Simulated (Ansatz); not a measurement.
W:

```
CELL_PARAMETERS angstrom
-1.58234 1.58234 1.58234
1.58234 -1.58234 1.58234
1.58234 1.58234 -1.58234
ATOMIC_POSITIONS crystal
W 0.00000 0.00000 0.00000
```

| Item | Value |
| --- | --- |
| Program | Ansatz 0.2.0 |
| Task | relaxation of cell and atoms |
| Functional | HSEsol |
| Potentials or basis | Ansatz PAW |
| Cutoff | 420 eV (not typed: the program's choice for these potentials) |
| k mesh | 6 × 6 × 6 |
| Occupations | fermi-dirac, width 0.05 eV |
| Spin | no spin polarisation |

At the start: volume 15.85 Å³/atom.

Q: Where does the relaxation end?

A: It ends after 4 steps and the volume is 15.42 Å³/atom (-2.7 %); space group Im-3m (No. 229, to 0.05 Å).

Step by step:
```tsv
step	energy change (eV)	largest force (eV/Å)	volume (Å³)
1	0.0000	0.0000	15.85
2	-0.0123	0.0000	15.47
3	-0.0125	0.0000	15.42
4	-0.0122	0.0000	15.42
```

Final structure:
```xyz
1
Lattice="-1.5680 1.5680 1.5680 1.5680 -1.5680 1.5680 1.5680 1.5680 -1.5680" Properties=species:S:1:pos:R:3 pbc="T T T"
W     0.0000    0.0000    0.0000
```

Caveat: the k mesh is coarse (spacing up to 0.47 Å⁻¹), so the values aren't converged, least of all with exact exchange; the plane-wave basis is chosen anew once the cell has moved, so the energies of steps on either side of that aren't comparable; the PAW data sets come from PBE, with cores solved anew for the run's functional, which leaves a small shift of forces and pressure.
